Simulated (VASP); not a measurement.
**CdO (Monteponite): phonons with r2SCAN**

CdO (Monteponite):

```
Cd O
1.0
     0.00000    2.36103    2.36103
     2.36103    0.00000    2.36103
     2.36103    2.36103    0.00000
Cd O
1 1
Cartesian
  0.0000 0.0000 0.0000
  2.3610 2.3610 2.3610
```

```yaml
Program: VASP 6.6.1
Task: phonons
Functional: r2SCAN
Potentials_or_basis: VASP PAW PBE potentials, release 64 (Cd, O)
Cutoff: 600 eV
k_mesh: 12 × 12 × 12
Occupations: gaussian, width 0.03 eV
Spin: no spin polarisation
By_perturbation_theory: no
Further_INCAR_settings: ALGO = Normal; EDIFF = 1e-08; IBRION = 6; POTIM = 0.015; NSW = 1
```

```json
{
 "Highest phonon frequency at Γ, LO-TO splitting left out": "270 cm⁻¹"
}
```

Phonon frequencies in cm⁻¹ (negative: imaginary):
```csv
q point,frequencies
"(0.000, 0.000, 0.000)",0 0 0 270 270 270
```

Wall time 22 min on 1 thread of AMD EPYC 7R13 Processor (Zen 3), on a shared host, peak memory 0.25 GiB.
